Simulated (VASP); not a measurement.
Input of a VASP 6.6.1 run:

The input INCAR:

```
SYSTEM = BN
ALGO     = Fast           ! electronic algorithm
EDIFF    = 1E-7           ! SCF threshold, eV
ENCUT    = 520            ! plane-wave cutoff, eV
GGA      = PE             ! functional
ISIF     = 2              ! what is computed and relaxed
ISMEAR   = 0              ! smearing method
LASPH    = .TRUE.         ! aspherical terms in the spheres
LCHARG   = .FALSE.        ! write CHGCAR
LREAL    = .FALSE.        ! projectors in reciprocal space
LWAVE    = .FALSE.        ! write WAVECAR
NBANDS   = 11             ! bands
NELM     = 80             ! most SCF steps
PREC     = Accurate       ! precision mode
SIGMA    = 0.02           ! smearing width, eV
```

File KPOINTS:

```
k-points
0
G
  6 6 6
  0 0 0
```

The input POSCAR:

```
BN                                      
1.0
    0.0000000000      1.7944603849      1.7944603849
    1.7944603849      0.0000000000      1.7944603849
    1.7944603849      1.7944603849      0.0000000000
  B               N             
     1     1
Direct
     0.0000000000000000    0.0000000000000000    0.0000000000000000
     0.2500000000000000    0.2500000000000000    0.2500000000000000
```

Potentials or basis: VASP PAW PBE potentials, release 64 (B, N).

Command:

```bash
$ cat potpaw_PBE.64/B/POTCAR potpaw_PBE.64/N/POTCAR > POTCAR
$ mpirun -np 1 vasp_std > vasp.out
```

Question: Predict the band gap on the k mesh.

Answer: 4.48 eV, indirect (least direct gap 8.92 eV).

Question: Estimate the pressure.

Answer: 12.0 GPa.

Caveat: the k mesh is coarse (spacing up to 0.51 Å⁻¹), so the values aren't converged. A k mesh can miss the band edges.
